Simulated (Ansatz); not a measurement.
Geometry optimisation in Ansatz: input, command and trajectory.

```yaml
crystal:
  lattice:
    - [4.6169875134, 0.0, 0.0]
    - [-2.3084937567, 3.9984284756, 0.0]
    - [0.0, 0.0, 5.0364521599]
  atoms:
    - { symbol: Se, position: [0.2135176012, 0.0, 0.3333333333] }
    - { symbol: Se, position: [0.0, 0.2135176012, 0.6666666667] }
    - { symbol: Se, position: [0.7864823988, 0.7864823988, 0.0] }
basis:
  ecutwfc: 500
kpoints:
  mp_grid: { grid: [6, 6, 6] }
hamiltonian:
  xc: r2scan
scf:
  occupations: { method: gaussian, width: 0.02 }
output:
  forces: true
  stress: true
  eigenvalues: true
relax:
  adjacent_minimum: "off"
  f_tol: 0.01
  max_steps: 30
  cell: { stress_tol: 0.1, fix: [volume] }
```

```bash
ansatz run input.yaml --threads 1 --pin off --max-ram 2560MiB --backend cpu --events-out ev --progress --plain --runs-dir out
```

The calculation used DFT r2SCAN, scalar-relativistic, plane waves, PAW in Ansatz 0.2.0.

The volume is held at 1.06 times that of the relaxed cell.

Of 4 frames 3 are shown, positions in Å and forces in eV/Å; the SCF threshold varies from step to step. Steps run on the plane waves of an earlier cell, with a Pulay correction in the pressure. The basis is chosen afresh for the last frame, the zero of the energies, and at times for earlier ones too; energy and pressure step there, also at an unchanged geometry.

```xyz
3
Lattice="4.6170 0.0000 0.0000 -2.3085 3.9984 0.0000 0.0000 0.0000 5.0365" Properties=species:S:1:pos:R:3:forces:R:3 pbc="T T T" step=1 free_energy_over_end_meV_per_atom=3.30 pressure_GPa=-1.56
Se    0.9858    0.0000    1.6788   -0.2845    0.0000    0.0000
Se   -0.4929    0.8537    3.3576    0.1423   -0.2464    0.0000
Se    1.8156    3.1447    0.0000    0.1423    0.2464    0.0000
3
Lattice="4.6314 0.0000 0.0000 -2.3157 4.0109 0.0000 0.0000 0.0000 5.0051" Properties=species:S:1:pos:R:3:forces:R:3 pbc="T T T" step=2 free_energy_over_end_meV_per_atom=0.24 pressure_GPa=-0.51
Se    0.9724    0.0000    1.6684    0.0146    0.0000    0.0000
Se   -0.4862    0.8421    3.3368   -0.0073    0.0126    0.0000
Se    1.8295    3.1688    0.0000   -0.0073   -0.0126    0.0000
3
Lattice="4.6438 0.0000 0.0000 -2.3219 4.0217 0.0000 0.0000 0.0000 4.9784" Properties=species:S:1:pos:R:3:forces:R:3 pbc="T T T" step=4 free_energy_over_end_meV_per_atom=0.00 pressure_GPa=-0.40
Se    0.9761    0.0000    1.6595    0.0058    0.0000    0.0000
Se   -0.4880    0.8453    3.3190   -0.0029    0.0050    0.0000
Se    1.8339    3.1764    0.0000   -0.0029   -0.0050    0.0000
```

The run took 89 s on 1 thread of AMD EPYC 7R43 64-Core Processor (Zen 3) (shared host), peak memory 0.62 GiB.

The cell holds chains, and r2SCAN describes their binding at middle range but leaves out its long-range dispersion part.